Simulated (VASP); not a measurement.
# TiS2 (P-3m1) in VASP: band structure with PBE

Aim: the band structure of TiS2 with PBE.

Everything below comes from runs of VASP 6.6.1. Logs are shortened: lines on timing, memory, paths and dates and some standing lists are left out, and cuts for length are marked.

## Step 1: The crystal as given

It takes space group P-3m1 (No. 164, trigonal). The conventional cell has a = 3.413 Å, b = 3.413 Å, c = 6.475 Å, α = 90.00°, β = 90.00°, γ = 120.00°. Ti (site symmetry -3m) has 6 S at 2.43 Å as nearest neighbours. S (site symmetry 3m) has 3 Ti at 2.43 Å as nearest neighbours.

## Step 2: Band structure, PBE

INCAR

```
ALGO     = Normal         # electronic algorithm
EDIFF    = 1E-7           # SCF threshold, eV
ENCUT    = 520            # plane-wave cutoff, eV
GGA      = PE             # functional
ICORELEVEL= 1            
ISIF     = 2              # what is computed and relaxed
ISMEAR   = 1              # smearing method
LASPH    = True           # aspherical terms in the spheres
LCHARG   = False          # write CHGCAR
LMAXMIX  = 4              # l up to which the mixer works
LREAL    = False          # projectors in reciprocal space
LWAVE    = False          # write WAVECAR
NBANDS   = 19             # bands
NELM     = 80             # most SCF steps
PREC     = Accurate       # precision mode
SIGMA    = 0.1            # smearing width, eV
```

KPOINTS

```
k-points
0
Gamma
  12 12 7
```

POSCAR

```
TiS2                                    
1.0
    3.4131262465     -0.0000000000      0.0000000000
   -1.7065631232      2.9558540380     -0.0000000000
    0.0000000000      0.0000000000      6.4747472185
  Ti              S             
     1     2
Direct
     1.0000000000000000    0.0000000000000000    0.0000000000000000
     0.3333333300000021    0.6666666699999979    0.2193803753829288
     0.6666666699999979    0.3333333300000021    0.7806196246170712
```

KPOINTS_OPT

```
explicit points
141
Reciprocal
 0.0000000000  0.0000000000  0.0000000000 1
 0.0357142857  0.0000000000  0.0000000000 1
 0.0714285714  0.0000000000  0.0000000000 1
 0.1071428571  0.0000000000  0.0000000000 1
 0.1428571429  0.0000000000  0.0000000000 1
 0.1785714286  0.0000000000  0.0000000000 1
[... 133 lines left out ...]
 0.5000000000  0.0000000000  0.5000000000 1
 0.5000000000  0.0000000000  0.0000000000 1
```

Potentials or basis: VASP PAW PBE potentials, release 64 (Ti_sv, S).

Started as:

```
$ cat potpaw_PBE.64/Ti_sv/POTCAR potpaw_PBE.64/S/POTCAR > POTCAR
$ mpirun -np 1 vasp_std > vasp.out
```

OUTCAR:

```text
EDIFF = 1E-7
   ENCUT = 520
   GGA = PE
   ISIF = 2
   ISMEAR = 1
   LASPH = True
   LREAL = False
   NELM = 80
   PREC = Accurate

 ion  position               nearest neighbor table
   1  0.000  0.000  0.000-   2 2.43   3 2.43   3 2.43   2 2.43   3 2.43   2 2.43
   2  0.333  0.667  0.219-   1 2.43   1 2.43   1 2.43
   3  0.667  0.333  0.781-   1 2.43   1 2.43   1 2.43

  LATTYP: Found a hexagonal cell.
 ALAT       =     3.4131262465
 C/A-ratio  =     1.8970136909

  Lattice vectors:

 A1 = (   3.4131262465,   0.0000000000,   0.0000000000)
 A2 = (  -1.7065631232,   2.9558540380,   0.0000000000)
 A3 = (   0.0000000000,   0.0000000000,   6.4747472185)

Analysis of symmetry for initial positions (statically):
=====================================================================
 Subroutine PRICEL returns:
 Original cell was already a primitive cell.

 Routine SETGRP: Setting up the symmetry group for a
 hexagonal supercell.

 Subroutine GETGRP returns: Found 12 space group operations
 (whereof 12 operations were pure point group operations)
 out of a pool of 24 trial point group operations.

The static configuration has the point symmetry D_3d.

Analysis of symmetry for dynamics (positions and initial velocities):
=====================================================================
 Subroutine PRICEL returns:
 Original cell was already a primitive cell.

 Routine SETGRP: Setting up the symmetry group for a
 hexagonal supercell.

 Subroutine GETGRP returns: Found 12 space group operations
 (whereof 12 operations were pure point group operations)
 out of a pool of 24 trial point group operations.

The dynamic configuration has the point symmetry D_3d.

 Subroutine INISYM returns: Found 12 space group operations
 (whereof 12 operations are pure point group operations),
 and found     1 'primitive' translations

----------------------------------------------------------------------------------------

                                     Primitive cell

  volume of cell :      65.3218

  direct lattice vectors                    reciprocal lattice vectors
     3.413126247  0.000000000  0.000000000     0.292986525  0.169155849  0.000000000
    -1.706563123  2.955854038  0.000000000     0.000000000  0.338311698  0.000000000
     0.000000000  0.000000000  6.474747219     0.000000000  0.000000000  0.154446184

[... 86 lines left out ...]
   LREAL  =      F    real-space projection
   EDIFFG = 0.1E-05   stopping-criterion for IOM
   NSW    =      0    number of steps for IOM
   IBRION =     -1    ionic relax: 0-MD 1-quasi-New 2-CG
   NFREE  =      0    steps in history (QN), initial steepest desc. (CG)
   ISIF   =      2    stress and relaxation
   ISYM   =      2    0-nonsym 1-usesym 2-fastsym
   POTIM  = 0.5000    time-step for ionic-motion
   TEBEG  =    0.0;   TEEND  =   0.0 temperature during run
   PSTRESS=    0.0 pullay stress
   NELECT =      24.0000    total number of electrons
   NUPDOWN=      -1.0000    fix difference up-down
   EMIN   =  10.00;   EMAX   =-10.00  energy-range for DOS
   EFERMI =   0.00;   METHOD = LEGACY
   ISMEAR =     1;   SIGMA  =   0.10  broadening in eV -4-tet -1-fermi 0-gaus
   EFERMI_NEDOS =   21; number of points for ismear=-14 and -15
   IALGO  =     38    algorithm
   IMIX   =      4    mixing-type and parameters
     AMIX     =   0.40;   BMIX     =  1.00
     AMIX_MAG =   1.60;   BMIX_MAG =  1.00
  volume/ion in A,a.u.               =      21.77       146.94
  Fermi-wavevector in a.u.,A,eV,Ry     =   1.172535  2.215770 18.705815  1.374839
  Thomas-Fermi vector in A             =   2.308962
   LORBIT       =      0    0 simple, 1 ext, 2 COOP (PROOUT), +10 PAW based schemes
   GGA     = PE    functional components
   LHFCALC =     F    Hartree Fock is set to
   AEXX    =    0.0000 exact exchange contribution
   IVDW    =     0    specifies the selected vdW correction
   LEPSILON=     F    determine dielectric tensor
   LRPA    =     F    only Hartree local field effects (RPA)
 non-spin polarized calculation
 Methfessel and Paxton  Order N= 1 SIGMA  =   0.10
  energy-cutoff  :      520.00
  volume of cell :       65.32
 maximum number of plane-waves:      1777
 NGX is ok and might be reduce to    28
   NGX = 13   NGY = 13   NGZ = 25

 number of electron      23.9999999 magnetization

 Free energy of the ion-electron system (eV)
  ---------------------------------------------------
  ext. energy  EPLUGINS =         0.00000000
  ---------------------------------------------------
  free energy    TOTEN  =       -19.96479333 eV

  energy without entropy =      -19.96448420  energy(sigma->0) =      -19.96469028

 the core state eigenenergies are
   1-  1s  -4859.7218  2s   -528.4734  2p   -435.7520
   2-  1s  -2394.8932  2s   -201.0159  2p   -145.7842
   3-  1s  -2394.8932  2s   -201.0159  2p   -145.7842

 E-fermi :   4.0853     XC(G=0):  -9.2532

 val. band max:        4.0759856961   @ k =   0.0000   0.0000   0.2857
 cond. band min:       4.0890549607   @ k =   0.0000   0.0000   0.1429
 fundamental gap:      0.0130692646
 Fermi energy:         4.0853414468

 k-point     1 :       0.0000    0.0000    0.0000
  band No.  band energies     occupation
      1     -53.6478      2.00000
      2     -29.8712      2.00000
      3     -29.8218      2.00000
      4     -29.8218      2.00000
      5      -9.4935      2.00000
      6      -8.1783      2.00000
[... 278 lines left out ...]
 k-point    14 :       0.2500    0.1667    0.0000
  band No.  band energies     occupation

------------------------ aborting loop because EDIFF is reached ----------------------------------------

  FORCE on cell =-STRESS in cart. coord.  units (eV):
  Direction    XX          YY          ZZ          XY          YZ          ZX
  --------------------------------------------------------------------------------------
  -------------------------------------------------------------------------------------
  Total       -0.0052237     -0.0052237     -0.0052116     -0.0000000     -0.0000000     -0.0000000
  in kB       -0.1281231     -0.1281231     -0.1278269     -0.0000000     -0.0000000     -0.0000000
  external PRESSURE =      -0.1280244 kB  Pullay stress =       0.0000000 kB

 VOLUME and BASIS-vectors are now :
 -----------------------------------------------------------------------------
  energy-cutoff  :      520.00
  volume of cell :       65.32
      direct lattice vectors                 reciprocal lattice vectors
     3.413126247  0.000000000  0.000000000     0.292986525  0.169155849  0.000000000
    -1.706563123  2.955854038  0.000000000     0.000000000  0.338311698  0.000000000
     0.000000000  0.000000000  6.474747219     0.000000000  0.000000000  0.154446184

 POSITION                                       TOTAL-FORCE (eV/Angst)
 -----------------------------------------------------------------------------------
      0.00000      0.00000      0.00000         0.000000      0.000000      0.000000
     -0.00000      1.97057      1.42043        -0.000000     -0.000000     -0.001098
      1.70656      0.98528      5.05431         0.000000      0.000000      0.001098
 -----------------------------------------------------------------------------------
    total drift:                               -0.000000     -0.000000      0.000000

  FREE ENERGIE OF THE ION-ELECTRON SYSTEM (eV)
  ---------------------------------------------------
  free  energy   TOTEN  =       -19.9647933293 eV

  energy  without entropy=      -19.9644841951  energy(sigma->0) =      -19.96469028
```

stdout:

```text
POSCAR found type information on POSCAR TiS
 POSCAR found :  2 types and       3 ions
 scaLAPACK will be used
 LDA part: xc-table for (Slater+PW92), standard interpolation
 POSCAR, INCAR and KPOINTS ok, starting setup
 FFT: planning ... GRIDC
 FFT: planning ... GRID_SOFT
 FFT: planning ... GRID
 WAVECAR not read
 entering main loop
 Start KPOINTS_OPT (optional k-point list driver)
k-point batch [1-112\141]
k-point batch [113-141\141]
```

Wall time 1.9 min (1 thread of Intel Xeon 6975P-C (Granite Rapids), shared host); peak memory 0.32 GiB.

Results:

```
Free energy             : -19.9648 eV
Pressure                : 0.0 GPa
Band gap along the path : none (metal or under the smearing width)
```

Levels at the corners of the path, in eV from the Fermi level:
```
point  band 8  band 9  band 10  band 11  band 12  band 13  band 14  band 15  band 16  band 17
    Γ   -2.78   -2.78    -0.82     0.01     0.01     0.43     0.43     0.90     3.55     3.55
    M   -3.96   -2.87    -2.72    -2.19    -1.44     0.12     1.45     1.85     3.62     3.80
    M   -3.96   -2.87    -2.72    -2.19    -1.44     0.12     1.45     1.85     3.62     3.80
    K   -4.13   -4.09    -2.57    -2.49    -2.49     1.10     1.64     1.64     3.05     3.05
    K   -4.13   -4.09    -2.57    -2.49    -2.49     1.10     1.64     1.64     3.05     3.05
    Γ   -2.78   -2.78    -0.82     0.01     0.01     0.43     0.43     0.90     3.55     3.55
    Γ   -2.78   -2.78    -0.82     0.01     0.01     0.43     0.43     0.90     3.55     3.55
    A   -2.77   -2.77    -1.95    -0.02    -0.02     0.43     0.43     1.28     3.61     3.61
    A   -2.77   -2.77    -1.95    -0.02    -0.02     0.43     0.43     1.28     3.61     3.61
    L   -4.16   -2.85    -2.75    -1.71    -1.38    -0.02     1.45     1.83     3.50     4.08
    L   -4.16   -2.85    -2.75    -1.71    -1.38    -0.02     1.45     1.83     3.50     4.08
    H   -4.21   -3.98    -2.74    -2.36    -2.36     1.11     1.52     1.52     3.34     3.34
    H   -4.21   -3.98    -2.74    -2.36    -2.36     1.11     1.52     1.52     3.34     3.34
    A   -2.77   -2.77    -1.95    -0.02    -0.02     0.43     0.43     1.28     3.61     3.61
    L   -4.16   -2.85    -2.75    -1.71    -1.38    -0.02     1.45     1.83     3.50     4.08
    M   -3.96   -2.87    -2.72    -2.19    -1.44     0.12     1.45     1.85     3.62     3.80
    K   -4.13   -4.09    -2.57    -2.49    -2.49     1.10     1.64     1.64     3.05     3.05
    H   -4.21   -3.98    -2.74    -2.36    -2.36     1.11     1.52     1.52     3.34     3.34
```

Core levels (eV, on the scale of the bands):
| atom | levels |
| --- | --- |
| 1 Ti | 1s -4859.7, 2s -528.5, 2p -435.8 |
| 2 S | 1s -2394.9, 2s -201.0, 2p -145.8 |
| 3 S | 1s -2394.9, 2s -201.0, 2p -145.8 |

Caveat: this functional lacks dispersion, which binds the layers, so the pressure and a relaxed spacing across them are unreliable.
